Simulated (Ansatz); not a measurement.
Input and command of a plane-wave DFT calculation in Ansatz:

```yaml
crystal:
  lattice:
    - [1.5728881103, -2.7243221217, 0.0]
    - [0.0, 0.0, -16.9534210371]
    - [9.437328662, 5.4486442434, -5.6505752317]
  atoms:
    - { symbol: W, position: [0.5, -0.27775, 0.8333333333] }
    - { symbol: W, position: [0.0, -0.027775, 0.0833333333] }
    - { symbol: W, position: [0.5, -0.1111, 0.3333333333] }
    - { symbol: W, position: [0.0, -0.194425, 0.5833333333] }
    - { symbol: S, position: [0.0, -0.2131011486, 0.9166666667] }
    - { symbol: S, position: [0.5, 0.0368738514, 0.1666666667] }
    - { symbol: S, position: [0.0, -0.0464511486, 0.4166666667] }
    - { symbol: S, position: [0.5, -0.1297761486, 0.6666666667] }
    - { symbol: S, position: [0.0, 0.6020511486, 0.9166666667] }
    - { symbol: S, position: [0.5, 0.8520261486, 0.1666666667] }
    - { symbol: S, position: [0.0, 0.7687011486, 0.4166666667] }
    - { symbol: S, position: [0.5, 0.6853761486, 0.6666666667] }
basis:
  ecutwfc: 420
kpoints:
  mp_grid: { grid: [8, 2, 3] }
hamiltonian:
  xc: pbesol
scf:
  occupations: { method: gaussian, width: 0.05 }
output:
  forces: true
  stress: true
  eigenvalues: true
```

```bash
ansatz run input.yaml --threads 2 --pin off --max-ram 5120MiB --backend cpu --events-out ev --progress --plain --runs-dir out
```

Processor: Intel(R) Xeon(R) 6975P-C (Granite Rapids), 2 threads, on a host shared with other jobs.

Estimate time, memory and problem size.

About 25 s on 2 threads of Intel(R) Xeon(R) 6975P-C (Granite Rapids) (shared host), peak memory 1.1 GiB. It solves 64 bands at 20 k points (the mesh reduced by the symmetry that the task leaves, which can be less than the crystal's) with about 11375 plane waves, in 17 SCF iterations.
